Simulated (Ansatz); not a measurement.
## Structure relaxation of Rh

Theory: DFT PBE, scalar-relativistic, plane waves, PAW in Ansatz 0.2.0. Cutoff 420 eV, Γ-centred k mesh, Gaussian smearing, no spin polarisation in the final step.

The start is a random cell of Rh with space group Pm-3n (No. 223), drawn with lower limits on the distances.

```yaml
crystal:
  lattice:
    - [4.43314, 0.00000, 0.00000]
    - [0.00000, 4.43314, 0.00000]
    - [0.00000, 0.00000, 4.43314]
  atoms:
    - { symbol: Rh, position: [0.00000, 0.50000, 0.25000] }
    - { symbol: Rh, position: [0.00000, 0.50000, 0.75000] }
    - { symbol: Rh, position: [0.25000, 0.00000, 0.50000] }
    - { symbol: Rh, position: [0.50000, 0.25000, 0.00000] }
    - { symbol: Rh, position: [0.50000, 0.75000, 0.00000] }
    - { symbol: Rh, position: [0.75000, 0.00000, 0.50000] }
```

Steps on the 4×4×4 mesh (6 atoms). 5 of 6 steps are shown, and the free energy counts from the last. Trial steps that were taken back and renewals of the plane-wave basis can be among the rows.

| step | ΔF (meV/atom) | V (Å³/atom) | P (GPa) |
| --- | --- | --- | --- |
| 1 | 258.3 | 14.52 | 40.44 |
| 2 | 3.0 | 16.75 | 1.58 |
| 3 | 2.4 | 16.85 | 0.40 |
| 4 | 0.1 | 16.85 | 0.55 |
| 6 | 0.0 | 16.90 | 0.02 |

A final relaxation ran on a 8×8×8 mesh. The relaxed crystal, Pm-3n (No. 223):

Space group Pm-3n (No. 223). a = 4.668 Å, b = 4.668 Å, c = 4.668 Å, α = 90.00°, β = 90.00°, γ = 90.00°
```
atom site symmetry x y z
  Rh    6c     -4m.2  0.0000  0.5000  0.2500
```

```
Volume per atom                    : 16.95 Å³
Density                            : 10.08 g/cm³
Energy over the standard structure : 0.78 eV/atom
Gap on the 8×8×8 mesh              : 0 eV (a metal)
```

Energies count from the standard state of Rh at the same level.

The final run used a 8×8×8 mesh on its 6-atom cell and 0.10 eV smearing. For metals, differences of a few meV/atom aren't resolved.

A structure relaxed within its symmetry needn't be a true minimum.